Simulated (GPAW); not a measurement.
Crystal: AlNi3.

```
CELL_PARAMETERS angstrom
0.00000 2.80189 2.80189
2.80189 0.00000 2.80189
2.80189 2.80189 0.00000
ATOMIC_POSITIONS crystal
Ni 0.75000 0.75000 0.75000
Ni 0.00000 0.00000 0.00000
Ni 0.25000 0.25000 0.25000
Al 0.50000 0.50000 0.50000
```

The cell comes from a database or a generator and needn't be the stable form of this composition.

Base run:

| Quantity | Value |
| --- | --- |
| Program | GPAW 26.7.0 |
| Functional | PBEsol |
| Potentials or basis | PAW data sets generated in the run's folder for this functional |
| Cutoff | 600 eV |
| Basis | pw |
| k mesh | 7 × 7 × 7 |
| Occupations | fermi-dirac, width 0.05 eV |
| Spin | collinear spin, ferromagnetic start |
| Starting moments | [1.0, 1.0, 1.0, 0.0] μB |

Its results: pressure 1.4 GPa; net moment 0.00 μB per cell.

Question: After a change of settings the same cell gave: pressure 0.1 GPa; net moment 0.00 μB per cell. Which change was it?
A. hubbard terms from none to Ni d U = 3 eV
B. band points from 60 to 100
C. k mesh from 7 × 7 × 7 to 8 × 8 × 8
D. hubbard terms from none to Ni d U = 1 eV

Answer: D.

Caveats: the stock nickel data set gives pressures a few GPa off other programs; the U is typed as a test and isn't derived for this compound (some runs).

Not every run made on this cell is shown here.
